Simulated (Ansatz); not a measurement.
Something may be wrong with this Ansatz 0.2.0 calculation of Cr.

input.yaml

```yaml
crystal:
  lattice:
    - [-1.4844496776, 1.4844496776, 1.4844496776]
    - [1.4844496776, -1.4844496776, 1.4844496776]
    - [1.4844496776, 1.4844496776, -1.4844496776]
  atoms:
    - { symbol: Cr, position: [0.0, 0.0, 0.0], spin: 3.0 }
hamiltonian:
  xc: pbesol
  pseudopotentials: { kind: nc, source: spms, xc_functional: pbe }
  dispersion: d3bjatm
  hubbard:
    sites: [{ species: Cr, l: d, u_eff: 7.0 }]
    projectors: all-electron-atomic
magnetization:
  spin_polarized: true
kpoints:
  mp_grid: { grid: [8, 8, 8] }
scf:
  occupations: { method: fermi_dirac, width: 0.3 }
  n_extra_bands: 0
  max_iter: 60
output:
  forces: true
  stress: true
  eigenvalues: true
  dos: { projected: false, de: 0.05, nscf_kmesh: { grid: [12, 12, 12] } }
```

Potentials or basis: SPMS NC.

The run is started by

```bash
$ ansatz run input.yaml --threads 1 --pin off --max-ram 2560MiB --backend cpu --events-out ev --progress --plain --runs-dir out
```

Output:

```text
Error: inconsistent input (scf.n_extra_bands): n_bands = 7 cannot host the net starting moment |Σ_I m_I| = 3.0000 μB: with N_el = 14 the majority spin channel must hold (N_el + |M|)/2 = 8.5000 electrons at no more than one per band — at least 9 bands (7 bands cap the reachable moment at 2·n_bands − N_el = 0.0000 μB); raise scf.n_extra_bands until at least 9 bands are solved (omitted, it auto-derives to 13)
```

Task: Diagnose the run.

Result: The program refused the input. The input holds a flaw that was put in on purpose: too few bands (scf.n_extra_bands = 0; scf.occupations = method fermi_dirac, width 0.3).
